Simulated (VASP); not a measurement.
# InP (F-43m) in VASP: a series of runs

The runs below take InP through single point, relaxation of cell and atoms, with r2SCAN.

Program: VASP 6.6.1. These are calculated values, not measurements. Logs are shortened: lines on timing, memory, paths and dates and some standing lists are left out, and cuts for length are marked.

**Experimental background.**

A printed reference work, data compilation reports, for a bulk crystal of InP at 1.6 K: band gap 1.4236 eV (direct).

How close the calculation comes is told below.

## 1. The crystal as given

The structure is cubic, space group F-43m (No. 216). The conventional cell has a = 5.907 Å, b = 5.907 Å, c = 5.907 Å, α = 90.00°, β = 90.00°, γ = 90.00°. Around In (site symmetry -43m) lie 4 P at 2.56 Å. Around P (site symmetry -43m) lie 4 In at 2.56 Å.

The cell is a database's computed one.

## 2. Single point, r2SCAN

Input file POSCAR:

```
InP
1.0
    0.0000000000      2.9537474523      2.9537474523
    2.9537474523      0.0000000000      2.9537474523
    2.9537474523      2.9537474523      0.0000000000
In P
1 1
Direct
    0.0000000000      0.0000000000      0.0000000000
    0.7500000000      0.7500000000      0.7500000000
```

Input file INCAR.step1:

```
ALGO = Normal
EDIFF = 1E-4
ENCUT = 520
GGA = PE
ISMEAR = 0
LASPH = T
LCHARG = F
LREAL = F
LWAVE = T
NBANDS = 16
NELM = 100
PREC = Accurate
SIGMA = 0.02
```

Input file INCAR.step2:

```
ALGO = Normal
EDIFF = 1E-6
ENCUT = 520
ISIF = 2
ISMEAR = 0
ISTART = 1
LASPH = T
LCHARG = T
LELF = T
LMIXTAU = T
LREAL = F
LVHAR = T
LWAVE = F
METAGGA = R2SCAN
NBANDS = 16
NELM = 100
PREC = Accurate
SIGMA = 0.02
```

Input file KPOINTS:

```
k-points
0
Gamma
  8 8 8
```

Potentials or basis: VASP PAW PBE potentials, release 64 (In_d, P).

On the command line:

```
> cat potpaw_PBE.64/In_d/POTCAR potpaw_PBE.64/P/POTCAR > POTCAR
> cp INCAR.step1 INCAR
> mpirun -np 1 vasp_std > vasp.out
> cp INCAR.step2 INCAR
> mpirun -np 1 vasp_std > vasp.out
```

OUTCAR:

```text
EDIFF = 1E-6
   ENCUT = 520
   ISIF = 2
   ISMEAR = 0
   ISTART = 1
   LASPH = T
   LREAL = F
   METAGGA = R2SCAN
   NELM = 100
   PREC = Accurate

 ion  position               nearest neighbor table
   1  0.000  0.000  0.000-   2 2.56   2 2.56   2 2.56   2 2.56
   2  0.750  0.750  0.750-   1 2.56   1 2.56   1 2.56   1 2.56

  LATTYP: Found a face centered cubic cell.
 ALAT       =     5.9074949046

  Lattice vectors:

 A1 = (   0.0000000000,   2.9537474523,   2.9537474523)
 A2 = (   2.9537474523,   0.0000000000,   2.9537474523)
 A3 = (   2.9537474523,   2.9537474523,   0.0000000000)

Analysis of symmetry for initial positions (statically):
=====================================================================
 Subroutine PRICEL returns:
 Original cell was already a primitive cell.

 Routine SETGRP: Setting up the symmetry group for a
 face centered cubic supercell.

 Subroutine GETGRP returns: Found 24 space group operations
 (whereof 24 operations were pure point group operations)
 out of a pool of 48 trial point group operations.

The static configuration has the point symmetry T_d .

Analysis of symmetry for dynamics (positions and initial velocities):
=====================================================================
 Subroutine PRICEL returns:
 Original cell was already a primitive cell.

 Routine SETGRP: Setting up the symmetry group for a
 face centered cubic supercell.

 Subroutine GETGRP returns: Found 24 space group operations
 (whereof 24 operations were pure point group operations)
 out of a pool of 48 trial point group operations.

The dynamic configuration has the point symmetry T_d .

 Subroutine INISYM returns: Found 24 space group operations
 (whereof 24 operations are pure point group operations),
 and found     1 'primitive' translations

----------------------------------------------------------------------------------------

                                     Primitive cell

  volume of cell :      51.5407

  direct lattice vectors                    reciprocal lattice vectors
     0.000000000  2.953747452  2.953747452    -0.169276490  0.169276490  0.169276490
     2.953747452  0.000000000  2.953747452     0.169276490 -0.169276490  0.169276490
     2.953747452  2.953747452  0.000000000     0.169276490  0.169276490 -0.169276490

  length of vectors
     4.177229707  4.177229707  4.177229707     0.293195481  0.293195481  0.293195481

  position of ions in fractional coordinates (direct lattice)
[... 74 lines left out ...]
   LNONCOLLINEAR =      F non collinear calculations
   LSORBIT =      F    spin-orbit coupling
   LASPH  =      T    aspherical Exc in radial PAW
   ENCUT  =  520.0 eV  38.22 Ry    6.18 a.u.   7.77  7.77  7.77*2*pi/ulx,y,z
   NELM   =    100;   NELMIN=  2; NELMDL=  0     # of ELM steps
   EDIFF  = 0.1E-05   stopping-criterion for ELM
   LREAL  =      F    real-space projection
   EDIFFG = 0.1E-04   stopping-criterion for IOM
   NSW    =      0    number of steps for IOM
   IBRION =     -1    ionic relax: 0-MD 1-quasi-New 2-CG
   NFREE  =      0    steps in history (QN), initial steepest desc. (CG)
   ISIF   =      2    stress and relaxation
   ISYM   =      2    0-nonsym 1-usesym 2-fastsym
   POTIM  = 0.5000    time-step for ionic-motion
   TEBEG  =    0.0;   TEEND  =   0.0 temperature during run
   PSTRESS=    0.0 pullay stress
   NELECT =      18.0000    total number of electrons
   NUPDOWN=      -1.0000    fix difference up-down
   EMIN   =  10.00;   EMAX   =-10.00  energy-range for DOS
   EFERMI =   0.00;   METHOD = LEGACY
   ISMEAR =     0;   SIGMA  =   0.02  broadening in eV -4-tet -1-fermi 0-gaus
   EFERMI_NEDOS =   21; number of points for ismear=-14 and -15
   IALGO  =     38    algorithm
   IMIX   =      4    mixing-type and parameters
     AMIX     =   0.40;   BMIX     =  1.00
     AMIX_MAG =   1.60;   BMIX_MAG =  1.00
  volume/ion in A,a.u.               =      25.77       173.91
  Fermi-wavevector in a.u.,A,eV,Ry     =   1.152875  2.178618 18.083793  1.329121
  Thomas-Fermi vector in A             =   2.289523
   LORBIT       =      0    0 simple, 1 ext, 2 COOP (PROOUT), +10 PAW based schemes
   METAGGA = R2SCAN    functional components
   LHFCALC =     F    Hartree Fock is set to
   AEXX    =    0.0000 exact exchange contribution
   IVDW    =     0    specifies the selected vdW correction
   LEPSILON=     F    determine dielectric tensor
   LRPA    =     F    only Hartree local field effects (RPA)
 non-spin polarized calculation
 Gauss-broadening in eV      SIGMA  =   0.02
  energy-cutoff  :      520.00
  volume of cell :       51.54
 maximum number of plane-waves:      1411
   NGX = 15   NGY = 15   NGZ = 15

 number of electron      18.0000009 magnetization

 Free energy of the ion-electron system (eV)
  ---------------------------------------------------
  ext. energy  EPLUGINS =         0.00000000
  ---------------------------------------------------
  free energy    TOTEN  =       -32.29734468 eV

  energy without entropy =      -32.29734468  energy(sigma->0) =      -32.29734468

 E-fermi :   4.8491     XC(G=0):  -9.7708

 val. band max:        4.7543311822   @ k =   0.0000   0.0000   0.0000
 cond. band min:       5.7846135420   @ k =   0.0000   0.0000   0.0000
 fundamental gap:      1.0302823599
 Fermi energy:         4.8491190898

 k-point     1 :       0.0000    0.0000    0.0000
  band No.  band energies     occupation
      1      -9.8574      2.00000
      2      -9.8574      2.00000
      3      -9.8574      2.00000
      4      -9.6908      2.00000
      5      -9.6908      2.00000
      6      -7.0811      2.00000
[... 433 lines left out ...]
      3      -9.7878      2.00000
      4      -9.6963      2.00000
      5      -9.6782      2.00000
      6      -5.0382      2.00000
[... 8 lines left out ...]
     15      15.9786      0.00000
     16      16.6342      0.00000

 [... further k-points ...]
[... 5 lines left out ...]
  --------------------------------------------------------------------------------------
  -------------------------------------------------------------------------------------
  Total       -0.0395978     -0.0395978     -0.0395978      0.0000000      0.0000000      0.0000000
  in kB       -1.2309256     -1.2309256     -1.2309256      0.0000000      0.0000000      0.0000000
  external PRESSURE =      -1.2309256 kB  Pullay stress =       0.0000000 kB

 VOLUME and BASIS-vectors are now :
 -----------------------------------------------------------------------------
  energy-cutoff  :      520.00
  volume of cell :       51.54
      direct lattice vectors                 reciprocal lattice vectors
     0.000000000  2.953747452  2.953747452    -0.169276490  0.169276490  0.169276490
     2.953747452  0.000000000  2.953747452     0.169276490 -0.169276490  0.169276490
     2.953747452  2.953747452  0.000000000     0.169276490  0.169276490 -0.169276490

 POSITION                                       TOTAL-FORCE (eV/Angst)
 -----------------------------------------------------------------------------------
      0.00000      0.00000      0.00000        -0.000000     -0.000000     -0.000000
      4.43062      4.43062      4.43062         0.000000      0.000000      0.000000
 -----------------------------------------------------------------------------------
    total drift:                                0.000002      0.000002      0.000002

  FREE ENERGIE OF THE ION-ELECTRON SYSTEM (eV)
  ---------------------------------------------------
  free  energy   TOTEN  =       -32.2973446849 eV

  energy  without entropy=      -32.2973446849  energy(sigma->0) =      -32.29734468
```

OUTCAR.step1:

```text
EDIFF = 1E-4
   ENCUT = 520
   GGA = PE
   ISMEAR = 0
   LASPH = T
[... 677 lines left out ...]
 -----------------------------------------------------------------------------------
      0.00000      0.00000      0.00000        -0.000000     -0.000000     -0.000000
      4.43062      4.43062      4.43062         0.000000      0.000000      0.000000
 -----------------------------------------------------------------------------------
    total drift:                                0.000000      0.000000      0.000000

  FREE ENERGIE OF THE ION-ELECTRON SYSTEM (eV)
  ---------------------------------------------------
  free  energy   TOTEN  =        -8.3993714719 eV

  energy  without entropy=       -8.3993714719  energy(sigma->0) =       -8.39937147
```

OSZICAR.step1:

```text
N       E                     dE             d eps       ncg     rms          rms(c)
DAV:   1     0.115530445395E+03    0.11553E+03   -0.83792E+03   928   0.125E+03
DAV:   2    -0.877964420883E+00   -0.11641E+03   -0.11134E+03  1040   0.306E+02
DAV:   3    -0.858760650901E+01   -0.77096E+01   -0.76755E+01  1176   0.757E+01
DAV:   4    -0.880007827192E+01   -0.21247E+00   -0.21237E+00  1176   0.139E+01
DAV:   5    -0.881142025164E+01   -0.11342E-01   -0.11342E-01  1416   0.278E+00    0.546E+00
DAV:   6    -0.842488874710E+01    0.38653E+00   -0.61845E-01  1488   0.125E+01    0.329E+00
DAV:   7    -0.839800841438E+01    0.26880E-01   -0.15529E-01  1328   0.306E+00    0.124E+00
DAV:   8    -0.839851811444E+01   -0.50970E-03   -0.14796E-02  1168   0.142E+00    0.296E-01
DAV:   9    -0.839914974530E+01   -0.63163E-03   -0.12912E-03  1184   0.392E-01    0.147E-01
DAV:  10    -0.839929415843E+01   -0.14441E-03   -0.21302E-04  1104   0.188E-01    0.832E-02
DAV:  11    -0.839937147195E+01   -0.77314E-04   -0.14697E-04  1072   0.115E-01
   1 F= -.83993715E+01 E0= -.83993715E+01  d E =-.662354E-25
```

It took 62 s on 1 thread of Intel Xeon Platinum 8488C (Sapphire Rapids), shared host; peak memory 0.19 GiB.

What came out:

```yaml
Free_energy: -32.2973 eV
Pressure: -0.1 GPa
Band_gap_on_the_k_mesh: 1.03 eV, direct
```

Caveat: the PAW data sets were made with another functional, which shifts forces and pressure a little; spin-orbit coupling is left out, which moves the levels of the heavy elements.

## 3. Relaxation of cell and atoms, r2SCAN

Input file POSCAR:

```
InP
1.0
    0.0000000000      2.9519763900      2.9519763900
    2.9519763900      0.0000000000      2.9519763900
    2.9519763900      2.9519763900      0.0000000000
In P
1 1
Direct
    0.0000000000      0.0000000000      0.0000000000
    0.7500000000      0.7500000000      0.7500000000
```

Input file INCAR.step1:

```
SYSTEM = InP
  PREC = Accurate
  ENCUT = 600
  ISMEAR = 0
  SIGMA = 0.02
  LREAL = .False.
  LASPH = .True.
  NELM = 100
  GGA = PE
  ALGO = Normal
  EDIFF = 1E-4
  LWAVE = .True.
  LCHARG = .False.
```

Input file INCAR.step2:

```
SYSTEM = InP
  PREC = Accurate
  ENCUT = 600
  EDIFF = 1E-7
  ISMEAR = 0
  SIGMA = 0.02
  LREAL = .False.
  LASPH = .True.
  NELM = 100
  ALGO = Normal
  ISIF = 3
  LWAVE = .False.
  LCHARG = .False.
  METAGGA = R2SCAN
  LMIXTAU = .True.
  IBRION = 2
  NSW = 100
  EDIFFG = -0.005
  ISTART = 1
```

Input file KPOINTS:

```
Automatic mesh
0
Gamma
  8 8 8
  0 0 0
```

Potentials or basis: VASP PAW PBE potentials, release 64 (In_d, P).

On the command line:

```
> cat potpaw_PBE.64/In_d/POTCAR potpaw_PBE.64/P/POTCAR > POTCAR
> cp INCAR.step1 INCAR
> mpirun -np 1 vasp_std > vasp.out
> cp INCAR.step2 INCAR
> mpirun -np 1 vasp_std > vasp.out
```

Run time: 2.2 min. Hardware: 1 thread of Intel Xeon Platinum 8488C (Sapphire Rapids), shared host; peak memory 0.23 GiB.

Results (log left out):

```
Free energy                            : -32.2984 eV
Relaxed volume                         : 25.74 Å³/atom
Relaxed cell                           : a = 4.176 Å, b = 4.176 Å, c = 4.176 Å, α = 60.00°, β = 60.00°, γ = 60.00°
Space group after relaxing (to 0.05 Å) : F-43m (No. 216)
Energy gained by relaxing              : 0.0 meV/atom
Ionic steps                            : 2
Pressure after relaxing                : 0.0 GPa
Band gap on the k mesh                 : 1.04 eV, direct
```

Final structure:
```
CELL_PARAMETERS angstrom
0.00000 2.95272 2.95272
2.95272 0.00000 2.95272
2.95272 2.95272 0.00000
ATOMIC_POSITIONS crystal
In 0.00000 0.00000 0.00000
P 0.75000 0.75000 0.75000
```

Levels at points of the mesh, in eV from the valence-band top:
| k point | band 5 | band 6 | band 7 | band 8 | band 9 | band 10 | band 11 | band 12 | band 13 |
| --- | --- | --- | --- | --- | --- | --- | --- | --- | --- |
| (0.00, 0.00, 0.00) | -14.45 | -11.84 | 0.00 | 0.00 | 0.00 | 1.04 | 4.44 | 4.44 | 4.44 |
| (0.50, 0.00, 0.00) | -14.43 | -10.11 | -5.76 | -0.97 | -0.97 | 1.80 | 5.16 | 5.16 | 7.50 |
| (0.50, 0.50, 0.00) | -14.41 | -9.46 | -5.78 | -2.33 | -2.33 | 2.04 | 2.55 | 9.73 | 10.16 |

Caveat: the PAW data sets were made with another functional, which shifts forces and pressure a little; spin-orbit coupling is left out, which moves the levels of the heavy elements.

## 4. Single point, r2SCAN

POSCAR is that of step 3.

Input file INCAR.step1:

```
PREC = Accurate ; ENCUT = 520
ISMEAR = 0 ; SIGMA = 0.1
LREAL = F ; LASPH = T
NELM = 100 ; NBANDS = 16
GGA = PE ; ALGO = Normal
EDIFF = 1E-4 ; LWAVE = T
LCHARG = F
```

Input file INCAR.step2:

```
PREC = Accurate ; ENCUT = 520
EDIFF = 1E-6 ; ISMEAR = 0
SIGMA = 0.1 ; LREAL = F
LASPH = T ; NELM = 100
ALGO = Normal ; ISIF = 2
LWAVE = F ; LCHARG = F
METAGGA = R2SCAN ; LMIXTAU = T
NBANDS = 16 ; ISTART = 1
```

Input file KPOINTS:

```
Automatic mesh
0
Gamma
  6 6 6
```

On the command line:

```
> cat potpaw_PBE.64/In_d/POTCAR potpaw_PBE.64/P/POTCAR > POTCAR
> cp INCAR.step1 INCAR
> mpirun -np 1 vasp_std > vasp.out
> cp INCAR.step2 INCAR
> mpirun -np 1 vasp_std > vasp.out
```

Run time: 42 s. Hardware: 1 thread of Intel Xeon Platinum 8488C (Sapphire Rapids), shared host; peak memory 0.18 GiB.

The run converged. Its results:

* Free energy: -32.2884 eV
* Pressure: 0.0 GPa
* Band gap on the k mesh: 1.04 eV, direct

Levels at points of the mesh, in eV from the valence-band top:
| k point | band 7 | band 8 | band 9 | band 10 | band 11 | band 12 |
| --- | --- | --- | --- | --- | --- | --- |
| (0.00, 0.00, 0.00) | 0.00 | 0.00 | 0.00 | 1.04 | 4.44 | 4.44 |
| (0.50, 0.00, 0.00) | -5.76 | -0.98 | -0.98 | 1.80 | 5.15 | 5.15 |
| (0.50, 0.50, 0.00) | -5.78 | -2.34 | -2.34 | 2.04 | 2.54 | 9.74 |

Caveat: the PAW data sets were made with another functional, which shifts forces and pressure a little; spin-orbit coupling is left out, which moves the levels of the heavy elements.

## 5. Summary

```csv
task,cell,k mesh,cutoff (eV),smearing,gap on the mesh (eV),pressure (GPa)
single point,"F-43m, 25.77 Å³/atom",8 × 8 × 8,520,gaussian 0.02 eV,1.03,-0.1
relaxation of cell and atoms,relaxed,8 × 8 × 8,600,gaussian 0.02 eV,1.04,0.0
single point,"F-43m, 25.72 Å³/atom",6 × 6 × 6,520,gaussian 0.1 eV,1.04,0.0
```

Alike in all rows: level r2SCAN; potentials or basis VASP PAW PBE potentials, release 64 (In_d, P); no spin polarisation.

Caveats: the PAW data sets were made with another functional, which shifts forces and pressure a little; spin-orbit coupling is left out, which moves the levels of the heavy elements.

Absolute energies hang on the potentials; compare differences alone.

## 6. Against experiment

Step 2. A measured gap of InP is 1.4236 eV (direct; 1.6 K; a printed reference work, data compilation); the calculated 1.03 eV misses it by -0.39 eV. Spin-orbit coupling on In is left out. The value is that of r2SCAN, without temperature or zero-point motion. The cell is a database's relaxed one, not the measured one, which moves gaps too.

Step 4. Against the measured gap of InP, 1.4236 eV (direct; 1.6 K; a printed reference work, data compilation), the calculated 1.04 eV is off by -0.38 eV. Spin-orbit coupling on In is left out. The value is that of r2SCAN, without temperature or zero-point motion. The cell is a database's relaxed one, not the measured one, which moves gaps too.
